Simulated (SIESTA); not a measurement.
The system is SiC (Moissanite).

```xyz
4
Lattice="3.0760 0.0000 0.0000 -1.5380 2.6639 0.0000 0.0000 0.0000 5.0480" Properties=species:S:1:pos:R:3 pbc="T T T"
Si    1.5380    0.8880    2.5240
Si    0.0000    1.7759    0.0000
C     1.5380    0.8880    4.4675
C     0.0000    1.7759    1.9435
```

Base run:

| Property | Result |
| --- | --- |
| Program | SIESTA 5.4.2 |
| Functional | PBE |
| Potentials or basis | PseudoDojo 0.4 standard (PBE files) |
| Basis | DZ (energy shift 0.003 Ry) |
| Grid cutoff | 500 Ry |
| Energy shift | 0.003 Ry |
| k mesh | 10 × 10 × 5 |
| Occupations | fermi-dirac, width 0.05 eV |
| Spin | no spin polarisation |

Its results: band gap on the k mesh 2.96 eV, indirect (least direct gap 4.64 eV); pressure 22.9 GPa; largest force 0.915 eV/Å.

The run is repeated on the same cell with these changes: basis from DZ (energy shift 0.003 Ry) to SZ (energy shift 0.003 Ry). What comes out?

Band gap on the k mesh 4.88 eV, indirect (least direct gap 5.87 eV); pressure 27.2 GPa; largest force 1.293 eV/Å.

Caveats: the basis has no polarisation orbitals; so large a pressure means that the cell lies far from this level's equilibrium, or that cutoff or potentials fall short; the basis of atomic orbitals isn't converged, which shifts pressures, moduli and gaps; forces of over 1 eV/Å show positions far from the minimum, so gaps and moduli don't describe the material at rest (some runs).
